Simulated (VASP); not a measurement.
A run of VASP 6.6.1 is set up as follows.

INCAR

```
PREC     = Accurate       # precision mode
ENCUT    = 520            # plane-wave cutoff, eV
EDIFF    = 1E-7           # SCF threshold, eV
ISMEAR   = 0              # smearing method
SIGMA    = 0.015          # smearing width, eV
LREAL    = F              # projectors in reciprocal space
LASPH    = T              # aspherical terms in the spheres
NELM     = 100            # most SCF steps
ALGO     = Normal         # electronic algorithm
ISIF     = 2              # what is computed and relaxed
LWAVE    = F              # write WAVECAR
LCHARG   = F              # write CHGCAR
GGA      = PE             # functional
```

Contents of KPOINTS:

```
Automatic mesh
0
Gamma
  7 7 7
```

File POSCAR:

```
Al2O3
1.0
    2.3802500000      1.3742379782      4.3318666667
   -2.3802500000      1.3742379782      4.3318666667
    0.0000000000     -2.7484759565      4.3318666667
Al O
4 6
Direct
    0.8521600000      0.8521600000      0.8521600000
    0.6478400000      0.6478400000      0.6478400000
    0.1478400000      0.1478400000      0.1478400000
    0.3521600000      0.3521600000      0.3521600000
    0.0566800000      0.7500000000      0.4433200000
    0.7500000000      0.4433200000      0.0566800000
    0.4433200000      0.0566800000      0.7500000000
    0.9433200000      0.2500000000      0.5566800000
    0.2500000000      0.5566800000      0.9433200000
    0.5566800000      0.9433200000      0.2500000000
```

Potentials or basis: VASP PAW PBE potentials, release 64 (Al, O).

Run with:

```bash
$ cat potpaw_PBE.64/Al/POTCAR potpaw_PBE.64/O/POTCAR > POTCAR
$ mpirun -np 1 vasp_std > vasp.out
```

Q: Estimate the band gap on the k mesh.

A: 6.22 eV, direct.

Q: Predict the pressure.

A: 7.2 GPa.

Forces in eV/Å, atoms in the order of the input:
```
Al   0.000  0.000 -0.027
Al   0.000  0.000  0.027
Al   0.000  0.000  0.027
Al   0.000  0.000 -0.027
O   -0.013 -0.022  0.000
O   -0.013  0.022  0.000
O    0.026  0.000  0.000
O    0.013  0.022  0.000
O    0.013 -0.022  0.000
O   -0.026  0.000  0.000
```

Caveat: an odd mesh through Γ misses points on the zone boundary, where band edges often lie.

The gap isn't set beside the measured one, since this odd mesh misses points on the zone boundary.
